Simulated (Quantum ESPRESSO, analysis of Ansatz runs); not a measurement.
# SnO2 (P4_2/mnm), nudged elastic band: V_O hop (2.6 Å) (q = +2) (Quantum ESPRESSO)

How high is the barrier when O changes place in SnO2 (P4_2/mnm)? The case: V_O hop (2.6 Å), charge +2, in a cell of 72 host atoms with 1 O taken out.

Method: Quantum ESPRESSO plane-wave DFT, PBEsol, GBRV 1.5 PBEsol potentials; nudged elastic band between two relaxed defect structures at fixed charge in a uniform background, in Quantum ESPRESSO 7.5.

Report form: the programs' logs are mostly left out.

### 1. The structure

The cell holds 71 atoms: 24 Sn and 47 O. Cell: a = 9.507 Å, b = 9.507 Å, c = 9.626 Å, α = 90.0°, β = 90.0°, γ = 90.0°. It derives from SnO2 (space group P4_2/mnm). Nearest the centre at fractional (0.500, 0.500, 0.500): O44 at 1.33 Å, Sn61 at 1.58 Å, Sn67 at 1.59 Å, O64 at 2.58 Å, O70 at 2.59 Å, O12 at 2.62 Å, O18 at 2.63 Å, Sn60 at 3.35 Å. The cell carries charge +2.

The cell's shortest repeat is 9.5 Å.

### 2. Relaxation of the start point, charge +2

A barrier is counted from a minimum, so both ends are relaxed first. Small random displacements break the symmetry of the ideal sites, so that the defect can distort if it gains by it. The charge of +2 is set by the electron count, and a uniform background keeps the cell neutral. A width of 0.01 eV lets levels that lie close at the Fermi energy share an electron.

A first try with fixed occupations did not converge, so this run has a small smearing.

File pw.in:

```
&CONTROL
  calculation = 'relax'
  prefix = 'pwscf'
  outdir = './tmp'
  pseudo_dir = './pseudo'
  tprnfor = .true.
  disk_io = 'low'
  nstep = 70
  forc_conv_thr = 0.0012
  etot_conv_thr = 0.0001
/
&SYSTEM
  ibrav = 0
  nat = 71
  ntyp = 2
  ecutwfc = 36
  ecutrho = 288
  nbnd = 312
  occupations = 'smearing'
  smearing = 'fd'
  degauss = 0.00073499
  tot_charge = 2
  nosym = .true.
/
&ELECTRONS
  conv_thr = 7d-08
  electron_maxstep = 100
  mixing_beta = 0.5
/
&IONS
  ion_dynamics = 'bfgs'
/
ATOMIC_SPECIES
Sn   118.7100 sn_pbesol_v1.4.uspp.F.UPF
O     15.9990 o_pbesol_v1.2.uspp.F.UPF
CELL_PARAMETERS angstrom
   9.5069026602    0.0000000000    0.0000000000
   0.0000000000    9.5069026602    0.0000000000
   0.0000000000    0.0000000000    9.6255372701
ATOMIC_POSITIONS crystal
Sn     0.2500000000    0.2500000000    0.1666666667
Sn     0.0000000000    0.0000000000    0.0000000000
O      0.0969370642    0.4030629358    0.1666666667
O      0.4030629358    0.0969370642    0.1666666667
O      0.1530629358    0.1530629358    0.0000000000
O      0.3469370642    0.3469370642    0.0000000000
Sn     0.2479624086    0.2486179678    0.4980504907
Sn     0.0000000000    0.0000000000    0.3333333333
[... 59 atom lines left out ...]
O      0.5969370642    0.9030629358    0.8333333333
O      0.9030629358    0.5969370642    0.8333333333
O      0.6505645395    0.6542715264    0.6651834604
O      0.8469370642    0.8469370642    0.6666666667
K_POINTS gamma
```

Command:

```bash
$ OMP_NUM_THREADS=1 mpirun -n 8 pw.x -in pw.in > pw.out
```

Wall time 7.5 min (8 MPI ranks of Arm Neoverse V2, shared host); peak memory 1.7 GiB.

Relaxation path:

```csv
step,energy less that of the first step (eV)
0,0.0000
1,-0.6621
2,-1.1028
3,-1.3439
4,-1.5036
5,-1.6051
6,-1.6448
7,-1.6813
8,-1.7040
9,-1.7195
10,-1.7284
11,-1.7336
12,-1.7366
13,-1.7386
14,-1.7400
15,-1.7411
16,-1.7420
```

The atoms that moved most (Å):

```csv
atom,dx,dy,dz,length
Sn67,0.123,-0.143,0.158,0.246
Sn61,0.131,-0.104,-0.161,0.232
Sn25,-0.153,0.161,-0.028,0.223
O44,-0.117,0.114,-0.018,0.165
O28,0.105,-0.083,0.066,0.149
O35,0.057,-0.120,-0.048,0.141
O34,0.114,-0.059,-0.047,0.137
O50,0.045,-0.075,0.096,0.129
```

Neighbours of O44 at the end:

```csv
atom,distance (Å)
Sn61,2.009
Sn67,2.009
Sn42,2.182
O12,2.831
O18,2.832
O64,2.833
O70,2.833
O46,2.951
O47,2.951
O53,2.952
O52,2.952
```

This step gave:

| Item | Value |
| --- | --- |
| highest filled level | 9.144 eV |
| lowest empty level | 9.846 eV |
| r.m.s. move of the farther half of the atoms | 0.03803 Å |
| largest move from the ideal geometry of this structure, a common shift of the far atoms taken out | 0.2362 Å |

The relaxation gained 1.742 eV and ended with a largest force component of 0.029 eV/Å.

### 3. Relaxation of the end point, charge +2

The end point is relaxed in the same cell and settings, so that the two energies compare. Atoms more than 3.2 Å from the middle of the hop start where the first relaxation left them, the nearer ones on or close to their ideal places, with small random displacements. A width of 0.01 eV lets levels that lie close at the Fermi energy share an electron.

A first try with fixed occupations did not converge, so this run has a small smearing.

File pw.in:

```
&CONTROL
  calculation = 'relax'
  prefix = 'pwscf'
  outdir = './tmp'
  pseudo_dir = './pseudo'
  tprnfor = .true.
  disk_io = 'low'
  nstep = 70
  forc_conv_thr = 0.0012
  etot_conv_thr = 0.0001
/
&SYSTEM
  ibrav = 0
  nat = 71
  ntyp = 2
  ecutwfc = 36
  ecutrho = 288
  nbnd = 312
  occupations = 'smearing'
  smearing = 'fd'
  degauss = 0.00073499
  tot_charge = 2
  nosym = .true.
/
&ELECTRONS
  conv_thr = 7d-08
  electron_maxstep = 100
  mixing_beta = 0.5
/
&IONS
  ion_dynamics = 'bfgs'
/
ATOMIC_SPECIES
Sn   118.7100 sn_pbesol_v1.4.uspp.F.UPF
O     15.9990 o_pbesol_v1.2.uspp.F.UPF
CELL_PARAMETERS angstrom
   9.5069026602    0.0000000000    0.0000000000
   0.0000000000    9.5069026602    0.0000000000
   0.0000000000    0.0000000000    9.6255372701
ATOMIC_POSITIONS crystal
Sn     0.2489805816    0.2503853119    0.1663357652
Sn     0.0060226647   -0.0060873030    0.0000393775
[... 4 atom lines left out ...]
Sn     0.2483388364    0.2498259415    0.5003597032
[... 4 atom lines left out ...]
O      0.3469272730    0.3459336999    0.3330216457
[... 5 atom lines left out ...]
O      0.3461232732    0.3473359024    0.6661393027
[... 3 atom lines left out ...]
O      0.4055380262    0.5934660424    0.1689880909
[... 10 atom lines left out ...]
O      0.4045862444    0.5944359136    0.8318618955
[... 8 atom lines left out ...]
Sn     0.7499202335    0.2501833241    0.5005833789
[... 1 atom line left out ...]
O      0.4039878140    0.5969130472    0.4996994447
[... 15 atom lines left out ...]
Sn     0.7502190144    0.7504645203    0.4990316478
Sn     0.4990845318    0.5005036278    0.3332135767
[... 2 atom lines left out ...]
O      0.6527075598    0.6540328918    0.3335291774
[... 2 atom lines left out ...]
Sn     0.5004139321    0.5009298121    0.6664043565
[... 2 atom lines left out ...]
O      0.6531629902    0.6520422756    0.6664357394
O      0.8454266605    0.8468153565    0.6668075119
K_POINTS gamma
```

The job ended after 7.6 min (8 MPI ranks; peak memory 1.9 GiB).

Relaxation path:

```csv
step,energy less that of the first step (eV)
0,0.0000
1,-0.7679
2,-1.2209
3,-1.4931
4,-1.6306
5,-1.7209
6,-1.7842
7,-1.8267
8,-1.8491
9,-1.8597
10,-1.8660
11,-1.8703
12,-1.8728
13,-1.8743
14,-1.8754
15,-1.8762
16,-1.8767
```

The atoms that moved most (Å):

```csv
atom,dx,dy,dz,length
Sn25,0.166,-0.169,-0.011,0.237
Sn42,0.162,-0.164,-0.006,0.230
Sn67,-0.120,0.107,0.141,0.214
Sn61,-0.107,0.111,-0.139,0.207
O27,0.113,-0.114,0.000,0.161
O45,0.112,-0.113,-0.001,0.159
Sn2,-0.108,0.108,-0.001,0.153
O22,-0.065,0.073,-0.117,0.153
```

Neighbours of O44 at the end:

```csv
atom,distance (Å)
Sn61,2.007
Sn67,2.007
Sn25,2.186
O18,2.831
O12,2.831
O70,2.832
O64,2.832
O29,2.951
O35,2.951
O28,2.951
O34,2.951
```

Numbers from this step:

```
highest filled level                                                                              : 9.142 eV
lowest empty level                                                                                : 9.846 eV
r.m.s. move of the farther half of the atoms                                                      : 0.03734 Å
largest move from the ideal geometry of this structure, a common shift of the far atoms taken out : 0.2385 Å
```

The relaxation gained 1.877 eV and ended with a largest force component of 0.016 eV/Å. The end lies within 1 meV of the start.

### 4. Nudged elastic band, charge +2

3 movable images are laid between the ends by interpolation. Each image feels the true force across the path and a spring force along it. The highest image is set to climb to the top of the path.

This step: Quantum ESPRESSO plane-wave DFT, PBEsol, GBRV 1.5 PBEsol potentials; nudged elastic band between two relaxed defect structures at fixed charge in a uniform background.

File neb.in:

```
BEGIN
BEGIN_PATH_INPUT
&PATH
  restart_mode = 'from_scratch'
  string_method = 'neb'
  nstep_path = 45
  ds = 1.5
  opt_scheme = 'broyden'
  num_of_images = 5
  k_max = 0.3
  k_min = 0.2
  CI_scheme = 'auto'
  path_thr = 0.06
/
END_PATH_INPUT
BEGIN_ENGINE_INPUT
&CONTROL
  prefix = 'pwscf'
  outdir = './tmp'
  pseudo_dir = './pseudo'
  disk_io = 'low'
/
&SYSTEM
  ibrav = 0
  nat = 71
  ntyp = 2
  ecutwfc = 36
  ecutrho = 288
  nbnd = 312
  occupations = 'smearing'
  smearing = 'fd'
  degauss = 0.00073499
  tot_charge = 2
  nosym = .true.
/
&ELECTRONS
  conv_thr = 7d-08
  electron_maxstep = 100
  mixing_beta = 0.5
/
ATOMIC_SPECIES
Sn   118.7100 sn_pbesol_v1.4.uspp.F.UPF
O     15.9990 o_pbesol_v1.2.uspp.F.UPF
CELL_PARAMETERS angstrom
   9.5069026602    0.0000000000    0.0000000000
   0.0000000000    9.5069026602    0.0000000000
   0.0000000000    0.0000000000    9.6255372701
BEGIN_POSITIONS
FIRST_IMAGE
ATOMIC_POSITIONS crystal
Sn     0.2483525527    0.2505325825    0.1663023952
Sn     0.0053946358   -0.0059400323    0.0000060075
O      0.0963729070    0.4043595513    0.1673633392
O      0.4003835275    0.0957830406    0.1684333598
O      0.1531819823    0.1513674490   -0.0000056384
O      0.3462018548    0.3469819798   -0.0000405154
Sn     0.2486013566    0.2495682252    0.4999446603
Sn    -0.0052085361    0.0047853285    0.3315169691
O      0.0930894754    0.3997845598    0.4999365557
O      0.4004856972    0.0956307202    0.4999894590
O      0.1525397959    0.1548041707    0.3332582060
O      0.3461618373    0.3541266927    0.3360845615
Sn     0.2483634995    0.2505112910    0.8336287497
Sn    -0.0051941124    0.0047921198    0.6683713234
O      0.0963750143    0.4043401840    0.8326238272
O      0.4004491797    0.0958834702    0.8314947171
O      0.1525457557    0.1548041282    0.6667412786
O      0.3460944212    0.3541138293    0.6638588765
Sn     0.2511897588    0.7482988581    0.1678485738
Sn    -0.0011085706    0.5013112691   -0.0000337832
O      0.0986472620    0.9010705753    0.1717098855
O      0.4047598416    0.5946496622    0.1688566549
O      0.1550229774    0.6522147121   -0.0000386320
O      0.3473089664    0.8443740481   -0.0000075957
Sn     0.2328312831    0.7666709817    0.5000526971
Sn    -0.0008878376    0.4989654742    0.3338330097
O      0.0876796137    0.9119921562    0.4999499408
O      0.1621383763    0.6466073495    0.3393752947
O      0.3531032216    0.8370018768    0.3393968695
Sn     0.2512176958    0.7482627403    0.8321467143
Sn    -0.0008701111    0.4990138046    0.6661054384
O      0.0985445155    0.9010027426    0.8282452963
O      0.4047835747    0.5946329428    0.8311863613
O      0.1622274275    0.6464074822    0.6605086090
O      0.3531149324    0.8373004416    0.6605539688
Sn     0.7534388634    0.2459554568    0.1644427507
Sn     0.4981582451    0.0004829182   -0.0000696545
O      0.6011457806    0.3982622006    0.1565865629
O      0.9044729410    0.0950808366    0.1639679548
O      0.6546282212    0.1492518706    0.0000684181
O      0.8501678988    0.3448317509   -0.0000541395
Sn     0.7485853981    0.2508307092    0.4999600974
Sn     0.5005583210    0.0003740220    0.3338495531
O      0.5863333830    0.4131312091    0.4999191765
O      0.8998148882    0.0997743313    0.4999692480
O      0.6483007520    0.1599308124    0.3334158093
O      0.8394698172    0.3512963142    0.3332620141
Sn     0.7535767251    0.2460087834    0.8354508266
Sn     0.5005176895    0.0004563938    0.6661264991
O      0.6011459267    0.3983058395    0.8432976734
O      0.9045227993    0.0950663650    0.8359362509
O      0.6481947465    0.1598385537    0.6665191456
O      0.8395772431    0.3512449144    0.6665015150
Sn     0.7490502209    0.7512134847    0.1662871814
Sn     0.4976002736    0.5019235597    0.0000051173
O      0.5952137120    0.9031555102    0.1673640271
O      0.9035711025    0.5990338968    0.1684025336
O      0.6524875037    0.6533755845   -0.0000852483
O      0.8481108123    0.8462843538   -0.0000480883
Sn     0.7498834525    0.7508668985    0.4999638825
Sn     0.5122382192    0.4873192535    0.3187328187
O      0.5997935453    0.9064346109    0.5000293928
O      0.9038080290    0.5989683887    0.4999845322
O      0.6454157252    0.6534390211    0.3360270154
O      0.8448496951    0.8469919304    0.3331665713
Sn     0.7490554937    0.7512054251    0.8336226435
Sn     0.5122302206    0.4873564326    0.6811409913
O      0.5951847101    0.9031254395    0.8325329308
O      0.9035829972    0.5990004697    0.8314046174
O      0.6454053214    0.6534400236    0.6639147782
O      0.8447986316    0.8469626271    0.6667741419
INTERMEDIATE_IMAGE
ATOMIC_POSITIONS crystal
Sn     0.2486521012    0.2502007122    0.1662911320
Sn     0.0024670836   -0.0029926796   -0.0000022848
[... 69 atom lines left out ...]
INTERMEDIATE_IMAGE
ATOMIC_POSITIONS crystal
Sn     0.2489516496    0.2498688418    0.1662798687
Sn    -0.0004604685   -0.0000453269   -0.0000105770
[... 69 atom lines left out ...]
INTERMEDIATE_IMAGE
ATOMIC_POSITIONS crystal
Sn     0.2492511981    0.2495369714    0.1662686054
Sn    -0.0033880206    0.0029020259   -0.0000188693
[... 69 atom lines left out ...]
LAST_IMAGE
ATOMIC_POSITIONS crystal
Sn     0.2495507466    0.2492051010    0.1662573421
Sn    -0.0063155728    0.0058493786   -0.0000271616
[... 4 atom lines left out ...]
Sn     0.2486793634    0.2493126486    0.4999756098
[... 4 atom lines left out ...]
O      0.3532122022    0.3466993377    0.3359808234
[... 5 atom lines left out ...]
O      0.3532052367    0.3467223973    0.6639683384
[... 3 atom lines left out ...]
O      0.3976995099    0.6016826701    0.1567951376
[... 10 atom lines left out ...]
O      0.3976994715    0.6017040139    0.8431336332
[... 8 atom lines left out ...]
Sn     0.7659329574    0.2335594183    0.4999773708
[... 1 atom line left out ...]
O      0.4127777054    0.5866844514    0.4999597358
[... 15 atom lines left out ...]
Sn     0.7502122342    0.7508421487    0.4999647961
Sn     0.4868088249    0.5127238036    0.3188261006
[... 2 atom lines left out ...]
O      0.6527740056    0.6463825481    0.3359653739
[... 2 atom lines left out ...]
Sn     0.4867980411    0.5127366315    0.6811060948
[... 2 atom lines left out ...]
O      0.6527599188    0.6463614147    0.6639556468
O      0.8461460891    0.8458419619    0.6668217272
END_POSITIONS
K_POINTS gamma
END_ENGINE_INPUT
END
```

Command:

```bash
$ OMP_NUM_THREADS=1 mpirun -n 8 neb.x -ni 2 -inp neb.in > neb.out
```

Elapsed: 26 min, on 8 MPI ranks; peak memory 2.6 GiB; 3.5 h of CPU time.

Images along the path:

```csv
image,path (Å),energy (eV),"O44: x, y, z (Å)"
0,0.000,0.0000,"5.574, 3.928, 4.812"
1,0.729,0.6758,"5.157, 4.345, 4.812"
2,1.327,1.2053,"4.748, 4.754, 4.812"
3,1.922,0.6833,"4.342, 5.160, 4.812"
4,2.647,-0.0005,"3.924, 5.578, 4.812"
```

Numbers from this step:

```
barrier forward  : 1.205 eV
barrier backward : 1.206 eV
end less start   : -5.13e-4 eV
hop length       : 2.333 Å
```

The band met its tolerance of 0.06 eV/Å after 12 iterations, with image 2 on top (the start counts as 0). O44, which moves farthest between the ends, has 3 Sn at 2.01 to 2.18 Å nearest at the start and 2 Sn at 1.85 Å at the top.

### 5. Summary of results

```json
{
  "barrier forward": "1.21 eV",
  "barrier backward": "1.21 eV",
  "end less start": "0.00 eV",
  "hop length": "2.33 Å",
  "band iterations, as the log counts them": "12"
}
```

What this shows: The top of the band lies 1.21 eV above the start and 1.21 eV above the end, which are alike in energy and neighbours. With an assumed prefactor of 1e13 per second it gives one hop a second along this one path at about 470 K; whether such hops link up through the crystal wasn't checked. At the top O44 stands 1.85 Å from its nearest Sn, 0.16 Å closer than at the start. The order of the top as a saddle was not checked for all atoms, so a bent path could be lower. No image-charge correction is applied; it largely cancels along a path if the charge stays localised alike. Keep in mind: sampling at the zone centre alone can move energies of charged and open-shell states by tenths of an eV or more in cells of this size; spin–orbit coupling, which can matter with heavy atoms, is left out. The cutoff of 36 Ry is under the 40 Ry advised for these potentials.

[Logs are printed without paths, hosts, clocks, repeated set-up lines and the standing remarks that a program may print on its own settings, such as how far it seeks lower states.]

[Hosts, paths, dates, database ids (printed as entryN), source tags and the programs' standing remarks are cut or masked in the printed files.]
